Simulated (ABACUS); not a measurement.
# Rh (Fm-3m) in ABACUS: notebook, part 2 of 2

ABACUS 3.10.1. Earlier steps stand in the parts before.

### Step 3. Band structure, PBEsol

File INPUT:

```
INPUT_PARAMETERS
suffix              Rh
calculation         nscf
basis_type          lcao
pseudo_dir          ./
orbital_dir         ./
symmetry            -1
dft_functional      pbesol
ecutwfc             100.0
pseudo_rcut         10
nspin               1
nbands              19
ks_solver           genelpa
smearing_method     fd
smearing_sigma      0.00367493
scf_thr             1e-07
scf_nmax            100
mixing_type         broyden
mixing_beta         0.7
init_chg            file
out_band            1
```

File STRU:

```
ATOMIC_SPECIES
Rh 102.9055 Rh_ONCV_PBE-1.2.upf

NUMERICAL_ORBITAL
Rh_confined-atom_7au_3s2p2d1f.orb

LATTICE_CONSTANT
1.8897261246

LATTICE_VECTORS
2.6839652100 0.0000000000 0.0000000000
1.3419826050 2.3243820547 0.0000000000
1.3419826050 0.7747940182 2.1914484173

ATOMIC_POSITIONS
Direct

Rh
0.0
1
0.0000000000 0.0000000000 0.0000000000 1 1 1
```

File KPT:

```
K_POINTS
12
Line
0.00000000 0.00000000 0.00000000 10 // G
0.50000000 0.00000000 0.50000000 10 // X
0.50000000 0.25000000 0.75000000 10 // W
0.37500000 0.37500000 0.75000000 10 // K
0.00000000 0.00000000 0.00000000 10 // G
0.50000000 0.50000000 0.50000000 10 // L
0.62500000 0.25000000 0.62500000 10 // U
0.50000000 0.25000000 0.75000000 10 // W
0.50000000 0.50000000 0.50000000 10 // L
0.37500000 0.37500000 0.75000000 1 // K
0.62500000 0.25000000 0.62500000 10 // U
0.50000000 0.00000000 0.50000000 1 // X
```

Potentials or basis: SG15 ONCV 1.2 PBE, DZP LCAO (the cutoffs set its grid).

The run is started by

```bash
OMP_NUM_THREADS=1 mpirun -np 4 abacus > log
```

Wall time 0.68 s (4 MPI ranks of AMD EPYC 9R45 (Zen 5), shared host); peak memory 0.4 GiB.

Levels at the corners of the path, in eV from the Fermi level:
```csv
point,band 5,band 6,band 7,band 8,band 9,band 10,band 11,band 12
Γ,-8.16,-3.12,-3.12,-3.12,-0.96,-0.96,16.43,22.09
X,-6.42,-6.06,0.59,1.02,1.02,3.18,12.26,13.35
W,-5.10,-3.87,-3.87,-1.20,1.02,9.61,9.61,11.26
K,-5.61,-4.85,-2.11,-0.67,0.39,7.85,8.59,12.07
Γ,-8.16,-3.12,-3.12,-3.12,-0.96,-0.96,16.43,22.09
L,-6.25,-3.19,-3.19,0.61,0.61,0.63,8.63,16.10
U,-5.61,-4.85,-2.11,-0.67,0.39,7.85,8.59,12.07
W,-5.10,-3.87,-3.87,-1.20,1.02,9.61,9.61,11.26
L,-6.25,-3.19,-3.19,0.61,0.61,0.63,8.63,16.10
K,-5.61,-4.85,-2.11,-0.67,0.39,7.85,8.59,12.07
U,-5.61,-4.85,-2.11,-0.67,0.39,7.85,8.59,12.07
X,-6.42,-6.06,0.59,1.02,1.02,3.18,12.26,13.35
```

Caveat: the atomic orbitals were generated for these runs and aren't a published set; the density is read from an earlier self-consistent run, whose mesh may be coarse; the potentials were made for another functional, which shifts forces and pressure; the basis of atomic orbitals isn't converged, which shifts pressures, moduli and gaps.

### Step 4. Band structure, LDA-PW92

File INPUT:

```
INPUT_PARAMETERS
suffix              Rh
calculation         nscf
basis_type          pw
pseudo_dir          ./
symmetry            -1
dft_functional      LDA_X+LDA_C_PW
ecutwfc             89.0
pseudo_rcut         10
nspin               1
nbands              19
ks_solver           dav
smearing_method     fd
smearing_sigma      0.00367493
scf_thr             1e-08
scf_nmax            100
mixing_type         broyden
mixing_beta         0.7
init_chg            file
pw_diag_thr         1e-07
out_band            1
kpar                4
```

Edit STRU of step 3 so:

```diff
@@ -1,6 +1,3 @@
 ATOMIC_SPECIES
-Rh 102.9055 Rh_ONCV_PBE-1.2.upf
-
-NUMERICAL_ORBITAL
-Rh_confined-atom_7au_3s2p2d1f.orb
+Rh 102.9055 Rh.upf
```

KPT is that of step 3.

Potentials or basis: PseudoDojo NC SR 0.4.1 LDA stringent, plane waves.

The run is started by

```bash
OMP_NUM_THREADS=1 mpirun -np 4 abacus > log
```

Wall time 3 s (4 MPI ranks of Intel Xeon Platinum 8488C (Sapphire Rapids), shared host); peak memory 0.36 GiB.

Levels at the corners of the path, in eV from the Fermi level:
| point | band 6 | band 7 | band 8 | band 9 | band 10 | band 11 |
| --- | --- | --- | --- | --- | --- | --- |
| Γ | -3.18 | -3.18 | -3.18 | -1.03 | -1.03 | 16.11 |
| X | -6.08 | 0.54 | 0.96 | 0.96 | 3.16 | 12.23 |
| W | -3.91 | -3.91 | -1.25 | 0.97 | 9.57 | 9.57 |
| K | -4.87 | -2.15 | -0.72 | 0.34 | 7.82 | 8.53 |
| Γ | -3.18 | -3.18 | -3.18 | -1.03 | -1.03 | 16.11 |
| L | -3.24 | -3.24 | 0.55 | 0.55 | 0.63 | 8.57 |
| U | -4.87 | -2.15 | -0.72 | 0.34 | 7.82 | 8.53 |
| W | -3.91 | -3.91 | -1.25 | 0.97 | 9.57 | 9.57 |
| L | -3.24 | -3.24 | 0.55 | 0.55 | 0.63 | 8.57 |
| K | -4.87 | -2.15 | -0.72 | 0.34 | 7.82 | 8.53 |
| U | -4.87 | -2.15 | -0.72 | 0.34 | 7.82 | 8.53 |
| X | -6.08 | 0.54 | 0.96 | 0.96 | 3.16 | 12.23 |

Caveat: the density is read from an earlier self-consistent run, whose mesh may be coarse.

### Step 5. Equation of state, LDA-PW92, 12.85 Å³/atom (volume scaled by 0.94)

File run_abacus.py:

```python
"""ABACUS run from a structure file: ASE reads it, the script writes STRU, KPT and INPUT."""
import re
import subprocess
from ase.io import read
from ase.units import Bohr

atoms = read("Rh.xyz")
atoms = atoms[(-atoms.numbers).argsort(kind="stable")]  # ABACUS lists atoms element by element
pseudo = {'Rh': 'Rh.upf'}
orbital = {}
magmoms = None
kmesh = [10, 10, 10]
params = {
    'suffix': 'Rh',
    'calculation': 'scf',
    'basis_type': 'pw',
    'pseudo_dir': './',
    'symmetry': 1,
    'dft_functional': 'LDA_X+LDA_C_PW',
    'ecutwfc': 89,
    'pseudo_rcut': 10,
    'nspin': 1,
    'nbands': 13,
    'ks_solver': 'dav',
    'smearing_method': 'fd',
    'smearing_sigma': 0.00367493,
    'scf_thr': 1e-08,
    'scf_nmax': 100,
    'mixing_type': 'broyden',
    'mixing_beta': 0.7,
    'cal_force': 1,
    'cal_stress': 1,
    'kpar': 4,
}

symbols = atoms.get_chemical_symbols()
elements = list(dict.fromkeys(symbols))
lines = ["ATOMIC_SPECIES"] + [f"{e} {atoms.get_masses()[symbols.index(e)]:.4f} {pseudo[e]}" for e in elements]
if orbital:
    lines += ["", "NUMERICAL_ORBITAL"] + [orbital[e] for e in elements]
lines += ["", "LATTICE_CONSTANT", f"{1 / Bohr:.10f}", "", "LATTICE_VECTORS"]
lines += [" ".join(f"{x:.10f}" for x in v) for v in atoms.cell]
lines += ["", "ATOMIC_POSITIONS", "Direct"]
for e in elements:
    lines += ["", e, "0.0", str(symbols.count(e))]
    for i, p in enumerate(atoms.get_scaled_positions(wrap=False)):
        if symbols[i] == e:
            mag = "" if magmoms is None else " mag " + " ".join(str(x) for x in (magmoms[i] if isinstance(magmoms[i], list) else [magmoms[i]]))
            lines.append(" ".join(f"{x:.10f}" for x in p) + " 1 1 1" + mag)
open("STRU", "w").write("\n".join(lines) + "\n")
open("KPT", "w").write("K_POINTS\n0\nGamma\n%d %d %d 0 0 0\n" % tuple(kmesh))
open("INPUT", "w").write("INPUT_PARAMETERS\n" + "".join(f"{k:<20s}{v}\n" for k, v in params.items()))

done = subprocess.run(['mpirun', '-np', '4', 'abacus'])
if done.returncode:
    raise SystemExit(done.returncode)
log = open("OUT.Rh/running_scf.log").read()
print("final energy (eV):", re.findall(r"FINAL_ETOT_IS (\S+)", log))
```

File Rh.xyz:

```xyz
1
Lattice="0.0000000000 1.8591074964 1.8591074964 1.8591074964 0.0000000000 1.8591074964 1.8591074964 1.8591074964 0.0000000000" Properties=species:S:1:pos:R:3 pbc="T T T"
Rh     0.0000000000      0.0000000000      0.0000000000
```

The run is started by

```bash
OMP_NUM_THREADS=1 python run_abacus.py > log
```

It took 4.3 s on 4 MPI ranks of Intel Xeon Platinum 8488C (Sapphire Rapids), shared host; peak memory 0.36 GiB.

The run converged. Its results:

```
Free energy            : -3192.5022 eV
Pressure               : 10.5 GPa
Band gap on the k mesh : none (metal or under the smearing width)
```

### Step 6. Equation of state, LDA-PW92, 13.40 Å³/atom (volume scaled by 0.98)

run_abacus.py is that of step 5.

File Rh.xyz:

```xyz
1
Lattice="0.0000000000 1.8851123679 1.8851123679 1.8851123679 0.0000000000 1.8851123679 1.8851123679 1.8851123679 0.0000000000" Properties=species:S:1:pos:R:3 pbc="T T T"
Rh     0.0000000000      0.0000000000      0.0000000000
```

Potentials or basis: PseudoDojo NC SR 0.4.1 LDA stringent, plane waves.

The run is started by

```bash
OMP_NUM_THREADS=1 python run_abacus.py > log
```

It took 3 s on 4 MPI ranks of Intel Xeon Platinum 8488C (Sapphire Rapids), shared host; peak memory 0.36 GiB.

The run converged. Its results:

```
Free energy            : -3192.5135 eV
Pressure               : -3.5 GPa
Band gap on the k mesh : none (metal or under the smearing width)
```

### Step 7. Equation of state, LDA-PW92, 13.94 Å³/atom (volume scaled by 1.02)

run_abacus.py is that of step 6.

File Rh.xyz:

```xyz
1
Lattice="0.0000000000 1.9104189093 1.9104189093 1.9104189093 0.0000000000 1.9104189093 1.9104189093 1.9104189093 0.0000000000" Properties=species:S:1:pos:R:3 pbc="T T T"
Rh     0.0000000000      0.0000000000      0.0000000000
```

The run is started by

```bash
OMP_NUM_THREADS=1 python run_abacus.py > log
```

Run time: 2.7 s. Hardware: 4 MPI ranks of Intel Xeon Platinum 8488C (Sapphire Rapids), shared host; peak memory 0.36 GiB.

The run converged. Its results:

```
Free energy            : -3192.4826 eV
Pressure               : -14.3 GPa
Band gap on the k mesh : none (metal or under the smearing width)
```

### Step 8. Equation of state, LDA-PW92, 14.49 Å³/atom (volume scaled by 1.06)

run_abacus.py is that of step 7.

File Rh.xyz:

```xyz
1
Lattice="0.0000000000 1.9350721950 1.9350721950 1.9350721950 0.0000000000 1.9350721950 1.9350721950 1.9350721950 0.0000000000" Properties=species:S:1:pos:R:3 pbc="T T T"
Rh     0.0000000000      0.0000000000      0.0000000000
```

The run is started by

```bash
OMP_NUM_THREADS=1 python run_abacus.py > log
```

Wall time 2.7 s (4 MPI ranks of Intel Xeon Platinum 8488C (Sapphire Rapids), shared host); peak memory 0.36 GiB.

Results (log left out):

* Free energy: -3192.4190 eV
* Pressure: -22.7 GPa
* Band gap on the k mesh: none (metal or under the smearing width)

### Step 9. Equation of state, LDA-PW92

Potentials or basis: PseudoDojo NC SR 0.4.1 LDA stringent, plane waves.

This step only gathers the single runs of the series.

Results:

| Property | Result |
| --- | --- |
| Equilibrium volume | 13.25 Å³/atom |
| Bulk modulus | 318 GPa |
| Pressure derivative of the bulk modulus | 5.1 (rough: it moves with the points fitted) |

Energy against volume, from the lowest point:
```tsv
volume (Å³/atom)	energy (meV/atom)
12.851	11.22
13.398	0.00
13.945	30.88
14.492	94.44
```

### Step 10. Against experiment

Step 9. Against the measured bulk modulus of Rh, 264 GPa (quoted in “Thermal equation of state of rhodium characterized by XRD in a resistively heated diamond anvil cell”, 2024, pmc:11535440), the calculated 318 GPa is off by +20.5 %. The fit is for a static lattice scaled at fixed shape and fixed fractional positions.
